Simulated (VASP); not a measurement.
# Zn (Fm-3m) in VASP: notebook

One crystal, Zn, is run at these levels: PBE; tasks: single point.

All numbers are computed with VASP 6.6.1; they aren't measurements. Logs are shortened: lines on timing, memory, paths and dates and some standing lists are left out, and cuts for length are marked.

## Step 1: Starting point

Symmetry: Fm-3m, No. 225, cubic system. Conventional cell: a = 3.926 Å, b = 3.926 Å, c = 3.926 Å, α = 90.00°, β = 90.00°, γ = 90.00°. Zn (site symmetry m-3m) has 12 Zn at 2.78 Å as nearest neighbours.

The cell was built by a generator and needn't be a form met in nature.

## Step 2: Single point, PBE

INCAR

```
PREC = Accurate
ENCUT = 520
EDIFF = 1E-7
ISMEAR = 0
SIGMA = 0.05
LREAL = False
LASPH = True
NELM = 80
ALGO = Normal
ISIF = 2
LWAVE = False
LCHARG = False
GGA = PE
NBANDS = 12
```

KPOINTS

```
Automatic mesh
0
Gamma
  8 8 8
```

POSCAR

```
Zn
1.0
    0.0000000000      1.9628993602      1.9628993602
    1.9628993602      0.0000000000      1.9628993602
    1.9628993602      1.9628993602      0.0000000000
Zn
1
Direct
    0.0000000000      0.0000000000      0.0000000000
```

Potentials or basis: VASP PAW PBE potentials, release 64 (Zn).

On the command line:

```sh
cat potpaw_PBE.64/Zn/POTCAR > POTCAR
mpirun -np 1 vasp_std > vasp.out
```

OUTCAR:

```text
PREC = Accurate
   ENCUT = 520
   EDIFF = 1E-7
   ISMEAR = 0
   LREAL = False
   LASPH = True
   NELM = 80
   ISIF = 2
   GGA = PE

 ion  position               nearest neighbor table
   1  0.000  0.000  0.000-

  LATTYP: Found a face centered cubic cell.
 ALAT       =     3.9257987204

  Lattice vectors:

 A1 = (   0.0000000000,   1.9628993602,   1.9628993602)
 A2 = (   1.9628993602,   0.0000000000,   1.9628993602)
 A3 = (   1.9628993602,   1.9628993602,   0.0000000000)

Analysis of symmetry for initial positions (statically):
=====================================================================
 Subroutine PRICEL returns:
 Original cell was already a primitive cell.

 Routine SETGRP: Setting up the symmetry group for a
 face centered cubic supercell.

 Subroutine GETGRP returns: Found 48 space group operations
 (whereof 48 operations were pure point group operations)
 out of a pool of 48 trial point group operations.

The static configuration has the point symmetry O_h .

Analysis of symmetry for dynamics (positions and initial velocities):
=====================================================================
 Subroutine PRICEL returns:
 Original cell was already a primitive cell.

 Routine SETGRP: Setting up the symmetry group for a
 face centered cubic supercell.

 Subroutine GETGRP returns: Found 48 space group operations
 (whereof 48 operations were pure point group operations)
 out of a pool of 48 trial point group operations.

The dynamic configuration has the point symmetry O_h .

 Subroutine INISYM returns: Found 48 space group operations
 (whereof 48 operations are pure point group operations),
 and found     1 'primitive' translations

----------------------------------------------------------------------------------------

                                     Primitive cell

  volume of cell :      15.1260

  direct lattice vectors                    reciprocal lattice vectors
     0.000000000  1.962899360  1.962899360    -0.254725235  0.254725235  0.254725235
     1.962899360  0.000000000  1.962899360     0.254725235 -0.254725235  0.254725235
     1.962899360  1.962899360  0.000000000     0.254725235  0.254725235 -0.254725235

  length of vectors
     2.775958897  2.775958897  2.775958897     0.441197048  0.441197048  0.441197048

  position of ions in fractional coordinates (direct lattice)
     0.000000000  0.000000000  0.000000000

  ion indices of the primitive-cell ions
   primitive index   ion index
                 1           1

----------------------------------------------------------------------------------------

 KPOINTS: Automatic mesh

Automatic generation of k-mesh.
 Grid dimensions read from file:
 generate k-points for:    8    8    8

 Generating k-lattice:

  Cartesian coordinates                     Fractional coordinates (reciprocal lattice)
    -0.031840654  0.031840654  0.031840654     0.125000000  0.000000000  0.000000000
     0.031840654 -0.031840654  0.031840654     0.000000000  0.125000000  0.000000000
     0.031840654  0.031840654 -0.031840654     0.000000000  0.000000000  0.125000000

  Length of vectors
     0.055149631  0.055149631  0.055149631

  Shift w.r.t. Gamma in fractional coordinates (k-lattice)
     0.000000000  0.000000000  0.000000000

 Subroutine IBZKPT returns following result:
 ===========================================

 Found     29 irreducible k-points:

 Following reciprocal coordinates:
            Coordinates               Weight
  0.000000  0.000000  0.000000      1.000000
  0.125000  0.000000  0.000000      8.000000
  0.250000  0.000000  0.000000      8.000000
  0.375000  0.000000  0.000000      8.000000
  0.500000  0.000000  0.000000      4.000000
  0.125000  0.125000  0.000000      6.000000
[... 16 lines left out ...]
  0.500000  0.250000  0.125000     48.000000
 -0.375000  0.250000  0.125000     24.000000
 [... further k-points ...]
   k-points           NKPTS =     29   k-points in BZ     NKDIM =     29   number of bands    NBANDS=     12
   number of dos      NEDOS =    301   number of ions     NIONS =      1
   total plane-waves  NPLWV =  13824
   dimension x,y,z NGX =    24 NGY =   24 NGZ =   24
   dimension x,y,z NGXF=    48 NGYF=   48 NGZF=   48
   ions per type =               1
   NGX,Y,Z   is equivalent  to a cutoff of  14.37, 14.37, 14.37 a.u.
   NGXF,Y,Z  is equivalent  to a cutoff of  28.75, 28.75, 28.75 a.u.
 SYSTEM =  unknown system
   PREC   = accura    normal or accurate (medium, high low for compatibility)
   ISTART =      0    job   : 0-new  1-cont  2-samecut
   ICHARG =      2    charge: 1-file 2-atom 10-const
   ISPIN  =      1    spin polarized calculation?
   LNONCOLLINEAR =      F non collinear calculations
   LSORBIT =      F    spin-orbit coupling
   LASPH  =      T    aspherical Exc in radial PAW
   ENCUT  =  520.0 eV  38.22 Ry    6.18 a.u.   5.16  5.16  5.16*2*pi/ulx,y,z
   NELM   =     80;   NELMIN=  2; NELMDL= -5     # of ELM steps
   EDIFF  = 0.1E-06   stopping-criterion for ELM
   LREAL  =      F    real-space projection
   EDIFFG = 0.1E-05   stopping-criterion for IOM
   NSW    =      0    number of steps for IOM
   IBRION =     -1    ionic relax: 0-MD 1-quasi-New 2-CG
   NFREE  =      0    steps in history (QN), initial steepest desc. (CG)
   ISIF   =      2    stress and relaxation
   ISYM   =      2    0-nonsym 1-usesym 2-fastsym
   POTIM  = 0.5000    time-step for ionic-motion
   TEBEG  =    0.0;   TEEND  =   0.0 temperature during run
   PSTRESS=    0.0 pullay stress
   NELECT =      12.0000    total number of electrons
   NUPDOWN=      -1.0000    fix difference up-down
   EMIN   =  10.00;   EMAX   =-10.00  energy-range for DOS
   EFERMI =   0.00;   METHOD = LEGACY
   ISMEAR =     0;   SIGMA  =   0.05  broadening in eV -4-tet -1-fermi 0-gaus
   EFERMI_NEDOS =   21; number of points for ismear=-14 and -15
   IALGO  =     38    algorithm
   IMIX   =      4    mixing-type and parameters
     AMIX     =   0.40;   BMIX     =  1.00
     AMIX_MAG =   1.60;   BMIX_MAG =  1.00
  volume/ion in A,a.u.               =      15.13       102.08
  Fermi-wavevector in a.u.,A,eV,Ry     =   1.515516  2.863910 31.249711  2.296789
  Thomas-Fermi vector in A             =   2.625029
   LORBIT       =      0    0 simple, 1 ext, 2 COOP (PROOUT), +10 PAW based schemes
   GGA     = PE    functional components
   LHFCALC =     F    Hartree Fock is set to
   AEXX    =    0.0000 exact exchange contribution
   IVDW    =     0    specifies the selected vdW correction
   LEPSILON=     F    determine dielectric tensor
   LRPA    =     F    only Hartree local field effects (RPA)
 non-spin polarized calculation
 Gauss-broadening in eV      SIGMA  =   0.05
  energy-cutoff  :      520.00
  volume of cell :       15.13
 maximum number of plane-waves:       416
 NGX is ok and might be reduce to    24
   NGX = 11   NGY = 11   NGZ = 11

 number of electron      12.0000009 magnetization

 Free energy of the ion-electron system (eV)
  ---------------------------------------------------
  ext. energy  EPLUGINS =         0.00000000
  ---------------------------------------------------
  free energy    TOTEN  =        -1.07922188 eV

  energy without entropy =       -1.07871372  energy(sigma->0) =       -1.07896780

 E-fermi :   2.8071     XC(G=0): -11.5917

 val. band max:        2.6095873346   @ k =  -0.3750   0.3750   0.1250
 cond. band min:       2.8559477571   @ k =   0.5000   0.1250   0.0000
 fundamental gap:      0.2463604226
 Fermi energy:         2.8070515360

 k-point     1 :       0.0000    0.0000    0.0000
  band No.  band energies     occupation
      1      -7.2729      2.00000
      2      -4.5202      2.00000
      3      -4.5202      2.00000
      4      -4.5202      2.00000
      5      -4.1378      2.00000
      6      -4.1378      2.00000
      7      21.4148      0.00000
      8      21.4148      0.00000
      9      21.4148      0.00000
     10      22.0188      0.00000
     11      24.1881      0.00000
     12      24.1881      0.00000

 k-point     2 :       0.1250    0.0000    0.0000
  band No.  band energies     occupation
      1      -6.8070      2.00000
      2      -4.5502      2.00000
      3      -4.4732      2.00000
      4      -4.4732      2.00000
      5      -4.1473      2.00000
      6      -4.1473      2.00000
      7      16.2739      0.00000
      8      20.3301      0.00000
      9      20.3301      0.00000
     10      21.6891      0.00000
     11      26.0620      0.00000
     12      26.0620      0.00000

 k-point     3 :       0.2500    0.0000    0.0000
  band No.  band energies     occupation
      1      -5.6586      2.00000
      2      -4.4402      2.00000
      3      -4.4402      2.00000
      4      -4.3592      2.00000
      5      -4.0849      2.00000
      6      -4.0849      2.00000
      7      10.4330      0.00000
      8      19.1525      0.00000
      9      19.1525      0.00000
     10      21.2653      0.00000
     11      25.0145      0.00000
     12      25.0146      0.00000

 k-point     4 :       0.3750    0.0000    0.0000
  band No.  band energies     occupation
      1      -5.2538      2.00000
      2      -4.4935      2.00000
      3      -4.4935      2.00000
      4      -3.9291      2.00000
      5      -3.9291      2.00000
      6      -2.4693      2.00000
      7       5.3366      0.00000
      8      18.5440      0.00000
      9      18.5440      0.00000
     10      20.7790      0.00000
     11      22.8682      0.00000
     12      22.8682      0.00000

 k-point     5 :       0.5000    0.0000    0.0000
  band No.  band energies     occupation
      1      -5.2584      2.00000
      2      -4.5247      2.00000
      3      -4.5247      2.00000
      4      -3.8530      2.00000
      5      -3.8530      2.00000
      6       0.1936      2.00000
      7       1.7294      2.00000
      8      18.3888      0.00000
      9      18.3888      0.00000
     10      20.5583      0.00000
     11      22.0864      0.00000
     12      22.0864      0.00000
[... 228 lines left out ...]
      1      -5.2121      2.00000
      2      -5.1345      2.00000
      3      -3.8669      2.00000
      4      -3.7813      2.00000
      5      -3.7813      2.00000
      6       2.1032      2.00000
      7       4.8452      0.00000
      8      11.5493      0.00000
      9      11.5493      0.00000
     10      15.2037      0.00000
     11      16.3781      0.00000
     12      39.3703      0.00000

 k-point    22 :       0.3750    0.2500    0.1250
  band No.  band energies     occupation
      1      -4.9590      2.00000
      2      -4.7637      2.00000
      3      -4.4787      2.00000
      4      -4.1862      2.00000
      5      -4.0923      2.00000
      6      -3.2315      2.00000
      7      11.3674      0.00000
      8      11.7214      0.00000
      9      16.5309      0.00000
     10      21.2554      0.00000
     11      21.5682      0.00000
     12      26.9396      0.00000

 k-point    23 :       0.5000    0.2500    0.1250
  band No.  band energies     occupation
      1      -4.8927      2.00000
      2      -4.6228      2.00000
      3      -4.4861      2.00000
      4      -4.2102      2.00000
      5      -3.9443      2.00000
      6      -1.0663      2.00000
      7       6.4940      0.00000
      8      11.3600      0.00000
      9      13.9406      0.00000
     10      20.9571      0.00000
     11      24.1247      0.00000
     12      26.8107      0.00000

 k-point    24 :      -0.3750    0.2500    0.1250
  band No.  band energies     occupation
      1      -4.9181      2.00000
      2      -4.6818      2.00000
      3      -4.3234      2.00000
      4      -4.2819      2.00000
      5      -3.8759      2.00000
      6       1.9470      2.00000
      7       2.5538      2.00000
      8      11.8922      0.00000
      9      12.4600      0.00000
     10      20.8417      0.00000
     11      23.8105      0.00000
     12      31.4242      0.00000

 [... further k-points ...]

------------------------ aborting loop because EDIFF is reached ----------------------------------------

  FORCE on cell =-STRESS in cart. coord.  units (eV):
  Direction    XX          YY          ZZ          XY          YZ          ZX
  --------------------------------------------------------------------------------------
  -------------------------------------------------------------------------------------
  Total        0.0653087      0.0653087      0.0653087      0.0000000      0.0000000      0.0000000
  in kB        6.9176381      6.9176381      6.9176381      0.0000000      0.0000000      0.0000000
  external PRESSURE =       6.9176381 kB  Pullay stress =       0.0000000 kB

 VOLUME and BASIS-vectors are now :
 -----------------------------------------------------------------------------
  energy-cutoff  :      520.00
  volume of cell :       15.13
      direct lattice vectors                 reciprocal lattice vectors
     0.000000000  1.962899360  1.962899360    -0.254725235  0.254725235  0.254725235
     1.962899360  0.000000000  1.962899360     0.254725235 -0.254725235  0.254725235
     1.962899360  1.962899360  0.000000000     0.254725235  0.254725235 -0.254725235

 POSITION                                       TOTAL-FORCE (eV/Angst)
 -----------------------------------------------------------------------------------
      0.00000      0.00000      0.00000         0.000000      0.000000      0.000000
 -----------------------------------------------------------------------------------
    total drift:                               -0.000000     -0.000000     -0.000000

  FREE ENERGIE OF THE ION-ELECTRON SYSTEM (eV)
  ---------------------------------------------------
  free  energy   TOTEN  =        -1.0792218835 eV

  energy  without entropy=       -1.0787137180  energy(sigma->0) =       -1.07896780
```

It took 7.5 s on 1 thread of Intel Xeon Platinum 8488C (Sapphire Rapids), shared host; peak memory 0.13 GiB.

Results:

| Item | Value |
| --- | --- |
| Free energy | -1.0792 eV |
| Pressure | 0.7 GPa |
| Band gap on the k mesh | none (metal or under the smearing width) |

Levels at points of the mesh, in eV from the Fermi level:
```tsv
k point	band 2	band 3	band 4	band 5	band 6	band 7	band 8	band 9	band 10	band 11
(0.00, 0.00, 0.00)	-7.33	-7.33	-7.33	-6.94	-6.94	18.61	18.61	18.61	19.21	21.38
(0.50, 0.00, 0.00)	-7.33	-7.33	-6.66	-6.66	-2.61	-1.08	15.58	15.58	17.75	19.28
(0.50, 0.50, 0.00)	-7.94	-6.67	-6.59	-6.59	-0.70	2.04	8.74	8.74	12.40	13.57
```

(Part 1 of 2 ends here.)
